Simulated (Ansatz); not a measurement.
Runs of Ansatz 0.2.0 on WS2. The cell holds a slab with vacuum, 6 atoms: a = 3.183 Å, b = 3.183 Å, c = 23.669 Å, α = 90.00°, β = 90.00°, γ = 120.00°. 

```csv
task,level,cutoff (eV),points for each segment of the path,gap on the mesh (eV),largest force (eV/Å)
single point,PBE,420,-,1.65,0.27
band structure,r2SCAN,500,14,(a),0.01
band structure,PBEsol,420,14,(b),0.12
band structure,LDA,420,14,1.60,0.39
band structure,PBE,420,14,1.65,0.27
```

Alike in all rows: potentials or basis Ansatz PAW; no spin polarisation; cell as given; k mesh 7 × 7 × 2; smearing fermi-dirac 0.05 eV.

**Question.** Estimate the missing entries.

**Answer.** (a) 1.78; (b) 1.63.

Caveats: spin-orbit coupling is left out, which moves the levels of the heavy elements; the k mesh misses the band edges, so the gap on the mesh is wider than the one along the path (some runs); the PAW data sets come from PBE, with cores solved anew for the run's functional, which leaves a small shift of forces and pressure (some runs); odd divisions of the mesh miss points on the zone boundary, where band edges often lie, so the gap on the mesh can be too wide (some runs).

A k mesh can miss the band edges, and the runs leave out spin-orbit coupling on W.
